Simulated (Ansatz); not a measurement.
# Al (Fm-3m) in Ansatz: further runs

Runs on Al. Level: BPBE. Tasks: single point, equation of state.

Program: Ansatz 0.2.0. These are calculated values, not measurements. Logs are shortened: lines on timing, memory, paths and dates and some standing lists are left out, and cuts for length are marked.

**The experiment to reproduce.**

“The interpretation of polycrystalline coherent inelastic neutron scattering from aluminium”, 2013, pmc:3831299 quotes, for a bulk crystal of Al: bulk modulus 76.9 GPa.

The runs below are set against these values where they give the same quantity.

### 1 The crystal as given

Symmetry: Fm-3m, No. 225, cubic system. The conventional cell has a = 4.050 Å, b = 4.050 Å, c = 4.050 Å, α = 90.00°, β = 90.00°, γ = 90.00°. Around Al (site symmetry m-3m) lie 12 Al at 2.86 Å.

### 2 Single point, BPBE, 15.61 Å³/atom (volume scaled by 0.94)

The input, input.yaml:

```yaml
crystal:
  lattice:
    - [0.0, 1.9834708509, 1.9834708509]
    - [1.9834708509, 0.0, 1.9834708509]
    - [1.9834708509, 1.9834708509, 0.0]
  atoms:
    - { symbol: Al, position: [0.0, 0.0, 0.0] }
hamiltonian:
  xc: { exchange: b88, correlation: pbe }
  pseudopotentials: { kind: paw }
kpoints:
  mp_grid: { grid: [11, 11, 11] }
scf:
  occupations: { method: fermi_dirac, width: 0.05 }
output:
  forces: true
  stress: true
  eigenvalues: true
```

Potentials or basis: Ansatz PAW.

Started as:

```sh
ansatz run input.yaml --threads 2 --pin off --max-ram 5120MiB --backend cpu --events-out ev --progress --plain --runs-dir out
```

Standard output:

```text
Warning: RAYON_NUM_THREADS=2 ignored (pool sized by the plan → 2); use --threads N
Engine: ansatz 0.2.0, x86_64-unknown-linux-gnu
Pseudopotentials: kind: paw
Pseudopotential: Al, paw, valence charge 3, recommended cutoff 420 eV (normal), Al.paw.azcp
Functional definition: unnamed
  exchange = b88_x
  correlation = pbe_c
Crystal: 1 atoms, lattice volume = 15.607 Å³
Basis set: ecut = 420 eV, 307 PW (Γ), exchange–correlation on 40×40×40 points (8 copies of the dense FFT grid, shifted against one another)
Bands: 6, of which v1, the nominal top of the filled ones, is band 2 counted from 1 (1 counted from 0)
Symmetry: 48 space group operations
Space group: Fm-3m (ITA 225), of the structure as read, at distance tolerance 2.5e-5 Å
k-points: 56 of 1331
Non-local potential: Al, projectors of the file, l = 0: 2, l = 1: 2, l = 2: 1
PAW form: soft (Blöchl's): semilocal exchange-correlation on the pseudo side does not see the compensation charge
PAW frozen core: Al, regenerated for the run's functional, and the local potential with it (the file was generated under x = pbe(κ = 0.804, μ = 0.2195149727645171), c = pbe(β = 0.06672455060314922))
PAW one-centre angular grid: Al, 110 points (default); XC on 64 Gauss nodes
Initial density: superposition of atomic densities (neutral atoms: chi_scale 0, normalization atom), corrected by the library's trained network
Initial wavefunctions: pseudopotential atomic-orbital guess
Functional: x = b88, c = pbe(β = 0.06672455060314922)
SCF iter   1: F=—  HF=-539.955317 eV  |F-HF|=—  |Δ(HF+E_count)|=         —  Δρ=6.93e-4  dr2=5.59e-5  ethr=1.77e-3  ⟨swp⟩=4.9  Hψ=2932  notcnv=0
preconditioner: auto → none  [metal: Δε(μ)=0.064 eV  Ē_g=13.703 eV  σ=0.050 eV  W_gap=0.31  n_scr=0 (ndim 8)  ℏωp=16.3 eV  f_vac=0.000  D(μ)=0.53/eV (n_scr^D=0)]
SCF iter   2: F=—  HF=-539.955344 eV  |F-HF|=—  |Δ(HF+E_count)|=   2.73e-5  Δρ=3.28e-4  dr2=1.11e-5  ethr=1.86e-6  ⟨swp⟩=1.6  Hψ=823  notcnv=0
iter 3 did not close the SCF: its close was put off for the readings that it lacked (scf_convergence_deferred on its scf_iter line)
SCF iter   3: F=-539.955355 eV  HF=-539.955355 eV  |F-HF|=6.79e-8  |Δ(HF+E_count)|=   1.04e-5  Δρ=2.03e-5  dr2=2.42e-8  ethr=3.71e-7  ⟨swp⟩=2.0  Hψ=392  notcnv=0
iter 4 did not close the SCF: its close was put off for the readings that it lacked (scf_convergence_deferred on its scf_iter line)
SCF iter   4: F=-539.955355 eV  HF=-539.955355 eV  |F-HF|=4.78e-10  |Δ(HF+E_count)|=   7.01e-8  Δρ=2.55e-6  dr2=5.12e-10  ethr=8.06e-10  ⟨swp⟩=2.0  Hψ=394  notcnv=0
iter 5 did not close the SCF: its close was put off for the readings that it lacked (scf_convergence_deferred on its scf_iter line)
SCF iter   5: F=-539.955355 eV  HF=-539.955355 eV  |F-HF|=1.48e-12  |Δ(HF+E_count)|=  5.21e-10  Δρ=1.09e-7  dr2=6.46e-13  ethr=1.71e-11  ⟨swp⟩=2.0  Hψ=395  notcnv=0
SCF iter   6: F=-539.955355 eV  HF=-539.955355 eV  |F-HF|=0.00e0  |Δ(HF+E_count)|=  1.48e-12  Δρ=4.50e-9  dr2=2.92e-15  ethr=1.00e-12  ⟨swp⟩=2.0  Hψ=1096  notcnv=0
SCF 1 converged in 6 iterations: F = -539.955355 eV  dr2 = 2.92e-15
SCF converged after 6 iterations
Free energy (F): -539.955355 eV
Harris-Foulkes:  -539.955355 eV  (|F-HF|=0.00e0)
Internal energy: -539.951358 eV  (E = F + TS)
E sigma→0 (E₀):  -539.953356 eV
Entropy (-TS):   -0.003997 eV (-3.997 meV/atom)
Fermi energy:    8.549653 eV
--- Per-component energies (eV) ---
  E_band       = 11.913558
  E_kinetic    = 23.659446
  E_local      = 10.718173  (includes V_loc(G=0)·N_el)
  E_nonlocal   = 10.454814
  E_hartree    = 0.117239
  E_xc         = -40.203489
  E_vxc        = -29.464097  (∫ρ·V_xc dr)
  E_paw        = -469.792063  (= ΣΔE_a)
  E_vpaw       = -3.689254  (= ΣTr[D̂ρ^β])
  E_aug_tail   = -0.000002  (compensation charges beyond the density's cutoff)
  E_ewald      = -74.891887
  E_core_change = -0.013590  (= ΣΔE_core)
  E_smearing   = -0.003997  (= −TS)
  E_closure    = -0.000000  (closes the sum)
  Σ components = -539.955355   (vs F -539.955355, Δ=0.00e0)
--- Forces (eV/Å), atoms counted from 1 ---
  atom   1  Al     0.00000000     0.00000000     0.00000000
  max |Σ_I F_I| component: 7.19e-33 eV/Å
--- Stress (GPa, compression-positive) ---
        5.707950      -0.000000       0.000000
       -0.000000       5.707950       0.000000
        0.000000      -0.000000       5.707950
  P = ⅓ Tr σ = 5.7080 GPa (57.080 kbar)
--- Band table (eV; the first three rows and the last of 56) ---
  k-point 0: bands = ["-2.9626", "21.3793", "21.3793", "21.3793", "23.4060", "23.4060"]
  k-point 1: bands = ["-2.7298", "18.5134", "20.8426", "20.8426", "23.9243", "24.3000"]
  k-point 2: bands = ["-2.0339", "14.7707", "20.1514", "20.1514", "23.6369", "25.0266"]
  k-point 55: bands = ["7.0740", "7.3260", "8.8729", "10.9356", "22.9250", "25.9829"]
```

It took 0.7 s on 2 threads of AMD EPYC 7R43 (Zen 3), shared host; peak memory 0.3 GiB.

What came out:

* Free energy: -539.9554 eV
* Pressure: 5.7 GPa
* Band gap on the k mesh: none (metal or under the smearing width)

Caveat: the PAW data sets come from PBE, with cores solved anew for the run's functional, which leaves a small shift of forces and pressure.

### 3 Single point, BPBE, 15.94 Å³/atom (volume scaled by 0.96)

input.yaml: that of step 2 with these lines changed.

```diff
@@ -2,5 +2,5 @@
   lattice:
-    - [0.0, 1.9834708509, 1.9834708509]
-    - [1.9834708509, 0.0, 1.9834708509]
-    - [1.9834708509, 1.9834708509, 0.0]
+    - [0.0, 1.9974394157, 1.9974394157]
+    - [1.9974394157, 0.0, 1.9974394157]
+    - [1.9974394157, 1.9974394157, 0.0]
   atoms:
```

Potentials or basis: Ansatz PAW.

Started as:

```sh
ansatz run input.yaml --threads 2 --pin off --max-ram 5120MiB --backend cpu --events-out ev --progress --plain --runs-dir out
```

Wall time 0.66 s (2 threads of AMD EPYC 7R43 (Zen 3), shared host); peak memory 0.3 GiB.

It converged, with:

```yaml
Free_energy: -539.9650 eV
Pressure: 3.7 GPa
Band_gap_on_the_k_mesh: none (metal or under the smearing width)
```

Caveat: the PAW data sets come from PBE, with cores solved anew for the run's functional, which leaves a small shift of forces and pressure.

### 4 Single point, BPBE, 16.27 Å³/atom (volume scaled by 0.98)

input.yaml: that of step 3 with these lines changed.

```diff
@@ -2,5 +2,5 @@
   lattice:
-    - [0.0, 1.9974394157, 1.9974394157]
-    - [1.9974394157, 0.0, 1.9974394157]
-    - [1.9974394157, 1.9974394157, 0.0]
+    - [0.0, 2.0112152952, 2.0112152952]
+    - [2.0112152952, 0.0, 2.0112152952]
+    - [2.0112152952, 2.0112152952, 0.0]
   atoms:
@@ -18 +18,5 @@
   eigenvalues: true
+  write_density: true
+  write_potential: true
+  elf: true
+  volumetric_format: npy
```

Started as:

```sh
ansatz run input.yaml --threads 2 --pin off --max-ram 5120MiB --backend cpu --events-out ev --progress --plain --runs-dir out
```

Run time: 0.67 s. Hardware: 2 threads of AMD EPYC 7R43 (Zen 3), shared host; peak memory 0.3 GiB.

The run converged. Its results:

```yaml
Free_energy: -539.9708 eV
Pressure: 1.9 GPa
Band_gap_on_the_k_mesh: none (metal or under the smearing width)
```

Caveat: the PAW data sets come from PBE, with cores solved anew for the run's functional, which leaves a small shift of forces and pressure.

### 5 Single point, BPBE, 16.60 Å³/atom

input.yaml: that of step 4 with these lines changed.

```diff
@@ -2,5 +2,5 @@
   lattice:
-    - [0.0, 2.0112152952, 2.0112152952]
-    - [2.0112152952, 0.0, 2.0112152952]
-    - [2.0112152952, 2.0112152952, 0.0]
+    - [0.0, 2.024805, 2.024805]
+    - [2.024805, 0.0, 2.024805]
+    - [2.024805, 2.024805, 0.0]
   atoms:
```

Started as:

```sh
ansatz run input.yaml --threads 2 --pin off --max-ram 5120MiB --backend cpu --events-out ev --progress --plain --runs-dir out
```

Run time: 0.72 s. Hardware: 2 threads of AMD EPYC 7R43 (Zen 3), shared host; peak memory 0.3 GiB.

The run converged. Its results:

```yaml
Free_energy: -539.9729 eV
Pressure: 0.2 GPa
Band_gap_on_the_k_mesh: none (metal or under the smearing width)
```

Caveat: the PAW data sets come from PBE, with cores solved anew for the run's functional, which leaves a small shift of forces and pressure.

### 6 Single point, BPBE, 16.93 Å³/atom (volume scaled by 1.02)

The input, input.yaml:

```yaml
crystal:
  lattice:
    - [0.0, 2.0382146954, 2.0382146954]
    - [2.0382146954, 0.0, 2.0382146954]
    - [2.0382146954, 2.0382146954, 0.0]
  atoms:
    - { symbol: Al, position: [0.0, 0.0, 0.0] }
hamiltonian:
  xc: { exchange: b88, correlation: pbe }
  pseudopotentials: { kind: paw }
kpoints:
  mp_grid: { grid: [11, 11, 11] }
scf:
  occupations: { method: fermi_dirac, width: 0.05 }
output:
  forces: true
  stress: true
  eigenvalues: true
```

Potentials or basis: Ansatz PAW.

Started as:

```sh
ansatz run input.yaml --threads 2 --pin off --max-ram 5120MiB --backend cpu --events-out ev --progress --plain --runs-dir out
```

Run time: 0.53 s. Hardware: 2 threads of AMD EPYC 7R43 (Zen 3), shared host; peak memory 0.31 GiB.

The run converged. Its results:

| Quantity | Value |
| --- | --- |
| Free energy | -539.9718 eV |
| Pressure | -1.3 GPa |
| Band gap on the k mesh | none (metal or under the smearing width) |

Caveat: the PAW data sets come from PBE, with cores solved anew for the run's functional, which leaves a small shift of forces and pressure.

### 7 Single point, BPBE, 17.27 Å³/atom (volume scaled by 1.04)

input.yaml: that of step 6 with these lines changed.

```diff
@@ -2,5 +2,5 @@
   lattice:
-    - [0.0, 2.0382146954, 2.0382146954]
-    - [2.0382146954, 0.0, 2.0382146954]
-    - [2.0382146954, 2.0382146954, 0.0]
+    - [0.0, 2.0514502267, 2.0514502267]
+    - [2.0514502267, 0.0, 2.0514502267]
+    - [2.0514502267, 2.0514502267, 0.0]
   atoms:
```

Started as:

```sh
ansatz run input.yaml --threads 2 --pin off --max-ram 5120MiB --backend cpu --events-out ev --progress --plain --runs-dir out
```

It took 0.52 s on 2 threads of AMD EPYC 7R43 (Zen 3), shared host; peak memory 0.3 GiB.

It converged, with:

- Free energy: -539.9678 eV
- Pressure: -2.6 GPa
- Band gap on the k mesh: none (metal or under the smearing width)

Caveat: the PAW data sets come from PBE, with cores solved anew for the run's functional, which leaves a small shift of forces and pressure.

### 8 Single point, BPBE, 17.60 Å³/atom (volume scaled by 1.06)

input.yaml: that of step 7 with these lines changed.

```diff
@@ -2,5 +2,5 @@
   lattice:
-    - [0.0, 2.0514502267, 2.0514502267]
-    - [2.0514502267, 0.0, 2.0514502267]
-    - [2.0514502267, 2.0514502267, 0.0]
+    - [0.0, 2.0645171409, 2.0645171409]
+    - [2.0645171409, 0.0, 2.0645171409]
+    - [2.0645171409, 2.0645171409, 0.0]
   atoms:
```

Started as:

```sh
ansatz run input.yaml --threads 2 --pin off --max-ram 5120MiB --backend cpu --events-out ev --progress --plain --runs-dir out
```

It took 0.51 s on 2 threads of AMD EPYC 7R43 (Zen 3), shared host; peak memory 0.3 GiB.

Results (log left out):

* Free energy: -539.9613 eV
* Pressure: -3.7 GPa
* Band gap on the k mesh: none (metal or under the smearing width)

Caveat: the PAW data sets come from PBE, with cores solved anew for the run's functional, which leaves a small shift of forces and pressure.

### 9 Equation of state, BPBE

Potentials or basis: Ansatz PAW.

This step only gathers the single runs of the series.

What came out:

```
Equilibrium volume                      : 16.65 Å³/atom
Bulk modulus                            : 76 GPa
Pressure derivative of the bulk modulus : 4.4
```

Energy against volume, from the lowest point:
| volume (Å³/atom) | energy (meV/atom) |
| --- | --- |
| 15.607 | 17.54 |
| 15.939 | 7.84 |
| 16.271 | 2.13 |
| 16.603 | 0.00 |
| 16.935 | 1.11 |
| 17.267 | 5.08 |
| 17.599 | 11.64 |

Caveat: the potentials were made for another functional, which shifts forces and pressure.

### 10 How close it comes

Step 9. Measured bulk modulus of Al: 76.9 GPa (quoted in “The interpretation of polycrystalline coherent inelastic neutron scattering from aluminium”, 2013, pmc:3831299). This calculation gives 76 GPa (-0.6 %). The fit is for a static lattice scaled at fixed shape and fixed fractional positions. The cell as given is a measured one (16.60 Å³/atom); BPBE puts the equilibrium volume +0.3 % from it, thermal expansion not counted.
